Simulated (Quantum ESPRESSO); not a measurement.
## ZrH2 under changes of volume

One of the cells (9.323 Å³/atom); the others are scaled copies at fixed shape and fractional positions:

```
Zr H
1.0
     0.00000    2.40923    2.40923
     2.40923    0.00000    2.40923
     2.40923    2.40923    0.00000
Zr H
1 2
Direct
  0.00000 0.00000 0.00000
  0.25000 0.25000 0.25000
  0.75000 0.75000 0.75000
```

The cell is a database's computed one.

| Quantity | Value |
| --- | --- |
| Program | Quantum ESPRESSO 7.5 |
| Functional | PBEsol |
| Potentials or basis | GBRV 1.5 PBEsol |
| Cutoff | 612 eV |
| Density cutoff | 4898 eV |
| k mesh | 10 × 10 × 10 |
| Occupations | fermi-dirac, width 0.05 eV |
| Spin | no spin polarisation |

| volume (Å³/atom) | energy over the lowest point (meV/atom) | pressure (GPa) |
| --- | --- | --- |
| 8.763 | 2.70 | 4.0 |
| 8.950 | 0.00 | 0.8 |
| 9.136 | ? | ? |
| 9.323 | 4.87 | -4.7 |
| 9.509 | 11.78 | -7.1 |
| 9.696 | 21.29 | -9.2 |
| 9.882 | 33.16 | -11.1 |

**Question.** What does the run at 9.136 Å³/atom give?

**Answer.** Energy over the lowest point 0.84 meV/atom; pressure -2.1 GPa.

Worked out: A Birch-Murnaghan fit of order 3 (a polynomial in V^(-2/3)) to the other rows has its minimum at 9.00 Å³/atom with B0 = V·E''(V) = 142 GPa and B' = 3.9. It gives 0.84 meV/atom at 9.136 Å³/atom, against the run's 0.84, and -dE/dV = -2.1 GPa, against -2.1.

Energies are extrapolated to zero smearing.
